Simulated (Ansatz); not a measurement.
## InAs: band structure with r2SCAN

**What was measured.**

A printed reference work, data compilation reports, for a bulk crystal of InAs at 4.2 K: band gap 0.418 eV (direct).

The system is InAs.

```xyz
2
Lattice="0.0000 3.0180 3.0180 3.0180 0.0000 3.0180 3.0180 3.0180 0.0000" Properties=species:S:1:pos:R:3 pbc="T T T"
In    0.0000    0.0000    0.0000
As    4.5270    4.5270    4.5270
```

| Quantity | Value |
| --- | --- |
| Program | Ansatz 0.2.0 |
| Task | band structure |
| Functional | r2SCAN |
| Potentials or basis | Ansatz PAW |
| Cutoff | 500 eV (not typed: the program's choice for these potentials) |
| k mesh | 8 × 8 × 8 |
| Occupations | fermi-dirac, width 0.05 eV |
| Spin | no spin polarisation |
| Path | [["G", "X", "W", "K", "G", "L", "U", "W", "L", "K"], ["U", "X"]] |
| Points for each segment of the path | 14 |

The pressure is 2.3 GPa and the band gap on the k mesh is 0.28 eV, direct. The band gap along the path is 0.28 eV, direct.

Levels at the corners of the path, in eV from the valence-band top:
| point | band 11 | band 12 | band 13 | band 14 | band 15 | band 16 | band 17 | band 18 |
| --- | --- | --- | --- | --- | --- | --- | --- | --- |
| Γ | -12.33 | 0.00 | 0.00 | 0.00 | 0.28 | 4.28 | 4.28 | 4.28 |
| X | -10.20 | -5.96 | -2.41 | -2.41 | 1.83 | 2.36 | 9.88 | 10.00 |
| W | -10.15 | -5.80 | -3.06 | -2.96 | 4.60 | 4.63 | 5.52 | 6.52 |
| K | -10.22 | -5.81 | -3.38 | -2.02 | 2.42 | 4.65 | 7.90 | 7.95 |
| Γ | -12.33 | 0.00 | 0.00 | 0.00 | 0.28 | 4.28 | 4.28 | 4.28 |
| L | -10.77 | -5.90 | -1.02 | -1.02 | 1.34 | 5.06 | 5.06 | 7.30 |
| U | -10.22 | -5.81 | -3.38 | -2.02 | 2.42 | 4.65 | 7.90 | 7.95 |
| W | -10.15 | -5.80 | -3.06 | -2.96 | 4.60 | 4.63 | 5.52 | 6.52 |
| L | -10.77 | -5.90 | -1.02 | -1.02 | 1.34 | 5.06 | 5.06 | 7.30 |
| K | -10.22 | -5.81 | -3.38 | -2.02 | 2.42 | 4.65 | 7.90 | 7.95 |
| U | -10.22 | -5.81 | -3.38 | -2.02 | 2.42 | 4.65 | 7.90 | 7.95 |
| X | -10.20 | -5.96 | -2.41 | -2.41 | 1.83 | 2.36 | 9.88 | 10.00 |

Run time: 11 s on 2 threads of Intel(R) Xeon(R) Processor @ 2.70GHz, with other jobs on the host, peak memory 0.51 GiB.

Against the measured gap of InAs, 0.418 eV (direct; 4.2 K; a printed reference work, data compilation), the calculated 0.28 eV is off by -0.14 eV. Spin-orbit coupling on As, In is left out. The value is that of r2SCAN, without temperature or zero-point motion.

Caveat: spin-orbit coupling is left out, which moves the levels of the heavy elements; the PAW data sets come from PBE, with cores solved anew for the run's functional, which leaves a small shift of forces and pressure.
